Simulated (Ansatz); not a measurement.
Relaxed bulk ZrN, space group Fm-3m (No. 225):

```xyz
2
Lattice="0.0000 2.2973 2.2973 2.2973 0.0000 2.2973 2.2973 2.2973 0.0000" Properties=species:S:1:pos:R:3 pbc="T T T"
Zr    0.0000    0.0000    0.0000
N     2.2973    2.2973    2.2973
```

Level of theory: DFT PBE, scalar-relativistic, plane waves, PAW in Ansatz 0.2.0. Cutoff 420 eV, k spacing 0.19 to 0.25 Å⁻¹, dipole correction; no spin polarisation.

Slabs with different planes and terminations (top/bottom plane) are cut from it in 1×1 cells and relaxed. Each holds whole formula units counted by Zr and an excess Δn of N (negative: a deficit); ΔE is its energy over those formula units in the bulk and the excess in the standard state of N. The formation energy of ZrN is -3.459 eV a formula unit (uncorrected), so Δμ(N) runs from -3.459 eV to 0 if no other compound intervenes.

```csv
slab,A (Å²),Δn(N),ΔE (eV)
"(111) Zr/Zr, Zr5N4",9.14,-1.00,5.560
"(111) Zr/N, Zr5N5",9.14,0,3.141
"(111) N/N, Zr5N6",9.14,+1.00,0.827
"(110) ZrN/ZrN, Zr7N7",14.93,0,4.775
"(100) ZrN/ZrN, Zr5N5",10.56,0,1.826
```

Q: Work out each slab's surface energy at the N-rich and N-poor ends.

A: γ = [ΔE − Δn·Δμ(N)]/(2A) × 16.02 J/m² per eV/Å², the mean of both faces:

```csv
slab,N-rich (J/m²),N-poor (J/m²)
"(111) Zr/Zr, Zr5N4",4.87,1.84
"(111) Zr/N, Zr5N5",2.75,2.75
"(111) N/N, Zr5N6",0.72,3.76
"(110) ZrN/ZrN, Zr7N7",2.56,2.56
"(100) ZrN/ZrN, Zr5N5",1.39,1.39
```

Q: Does the lowest surface change with the conditions?

A: Yes: among these slabs (111) N/N, Zr5N6 is lowest at the N-rich end and (100) ZrN/ZrN, Zr5N5 at the N-poor end. Their lines cross where (ΔE − Δn·Δμ)/A is equal, at Δμ(N) = -0.75 eV, with γ = 1.39 J/m².

Only the planes named were cut, so another facet can lie lower still. Reconstructions in larger cells weren't sought.